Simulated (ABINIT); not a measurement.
Crystal: I.

```
I
1.0
     0.00000    2.36560    3.90984
     2.19225    0.00000    3.90984
     2.19225    2.36560    0.00000
I
1
Direct
  0.00000 0.00000 0.00000
```

Base run:

| Quantity | Value |
| --- | --- |
| Program | ABINIT 10.8.3 (patched build) |
| Functional | SCAN |
| Potentials or basis | JTH PAW PBE v2.0 |
| Cutoff | 490 eV |
| k mesh | 9 × 9 × 9 |
| Occupations | fermi-dirac, width 0.05 eV |
| Spin | no spin polarisation |

Its results: pressure -0.7 GPa.

Problem. After a change of settings the same cell gave: pressure -1.8 GPa. Which change was it?
A. functional from SCAN to r2SCAN; k mesh from 9 × 9 × 9 to 4 × 4 × 4
B. functional from SCAN to BP86; cutoff from 490 eV to 408 eV; fine-grid cutoff from 979.61 eV to 816.342 eV
C. functional from SCAN to RPBE; cutoff from 490 eV to 408 eV; fine-grid cutoff from 979.61 eV to 816.342 eV
D. functional from SCAN to revPBE; cutoff from 490 eV to 408 eV; fine-grid cutoff from 979.61 eV to 816.342 eV

Solution. A.

Caveats: some runs use coarse meshes; the PAW data sets were made with another functional, which shifts forces and pressure a little; an odd number of electrons without spin polarisation forces a metal (some runs); a magnetic or distorted state may lie lower (some runs).

Runs at the PBE level aren't shown here.
